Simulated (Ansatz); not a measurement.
# Hf: stress in a strained cell

Aim: deform Hf (equal xy, yz and zx engineering shear strains of +3 %) and compute stress, forces and field gradients with LAPW, PAW and all-electron datasets made for the crystal.

Method: DFT PBE, scalar-relativistic, in Ansatz 0.2.0.

## Step 1: The starting structure

It takes space group Fm-3m (No. 225, cubic). Conventional cell: a = 4.440 Å, b = 4.440 Å, c = 4.440 Å, α = 90.00°, β = 90.00°, γ = 90.00°. Around Hf (site symmetry m-3m) lie 12 Hf at 3.14 Å.

Structure file:

```xyz
1
Lattice="0.0000 2.2200 2.2200 2.2200 0.0000 2.2200 2.2200 2.2200 0.0000" Properties=species:S:1:pos:R:3 pbc="T T T"
Hf    0.0000    0.0000    0.0000
```

## Step 2: After the deformation

Space group Fm-3m before, R-3m after.

## Step 3: LAPW, all electrons

The input, input.yaml:

```yaml
crystal:
  lattice:
    - [0.0666, 2.2533, 2.2533]
    - [2.2533, 0.0666, 2.2533]
    - [2.2533, 2.2533, 0.0666]
  atoms:
    - { symbol: Hf, position: [0.0, 0.0, 0.0] }
kpoints:
  mp_grid: { grid: [13, 13, 13] }
  band_path:
    path:
      - [0.0, 0.0, 0.0]
      - [0.5, 0.5, 0.5]
      - [0.2428775097, 0.5, 0.7571224903]
      - [-0.2428775097, 0.2428775097, 0.5]
      - [0.0, 0.0, 0.5]
      - [0.0, 0.0, 0.0]
      - [-0.3714387548, 0.0, 0.3714387548]
      - [0.0, 0.3714387548, 0.6285612452]
      - [0.0, 0.5, 0.5]
    npoints: 5
scf:
  occupations: { method: fermi_dirac, width: 0.03 }
hamiltonian:
  xc: pbe
  pseudopotentials: { kind: all_electron, lapw: { basis_error: 0.001 } }
output:
  forces: true
  stress: true
  eigenvalues: true
```

Started as:

```sh
$ ansatz run input.yaml --threads 1 --pin off --max-ram 3072MiB --backend cpu --events-out ev --progress --plain --runs-dir out
```

## Step 4: PAW with frozen cores

The input, input.yaml:

```yaml
crystal:
  lattice:
    - [0.0666, 2.2533, 2.2533]
    - [2.2533, 0.0666, 2.2533]
    - [2.2533, 2.2533, 0.0666]
  atoms:
    - { symbol: Hf, position: [0.0, 0.0, 0.0] }
kpoints:
  mp_grid: { grid: [13, 13, 13] }
scf:
  occupations: { method: fermi_dirac, width: 0.03 }
hamiltonian:
  xc: pbe
  pseudopotentials: { kind: paw }
output:
  forces: true
  stress: true
  eigenvalues: true
  efg: { contact_densities: true }
  write_density: true
  write_potential: true
  elf: true
  volumetric_format: npy
```

## Step 5: All-electron PAW on datasets made for the crystal

Edit input.yaml of step 4 so:

```diff
@@ -13,3 +13,3 @@
   xc: pbe
-  pseudopotentials: { kind: paw }
+  pseudopotentials: { kind: all_electron, datasets: crystal }
 output:
@@ -19,5 +19 @@
   efg: { contact_densities: true }
-  write_density: true
-  write_potential: true
-  elf: true
-  volumetric_format: npy
```

(Steps that only read results are left out.)

Before running it: what results should come out? Wanted: pressure; largest shear or deviatoric stress.

As calculated:

| quantity | value |
| --- | --- |
| pressure | LAPW 3.47, PAW 3.45, crystal datasets 3.47 GPa |
| largest shear or deviatoric stress (LAPW) | 2.00 GPa |

The largest part of the stress beyond the pressure is 2.00 GPa in size. No run of the undeformed cell stands beside it, so the pressure holds what the given cell had before the change. PAW: stress within 0.02 GPa of LAPW. Crystal datasets: stress within 0.01 GPa of LAPW. Spin-orbit coupling is left out, though the cell holds Hf; in elements this heavy it can shift bands and gaps by tenths of an eV.
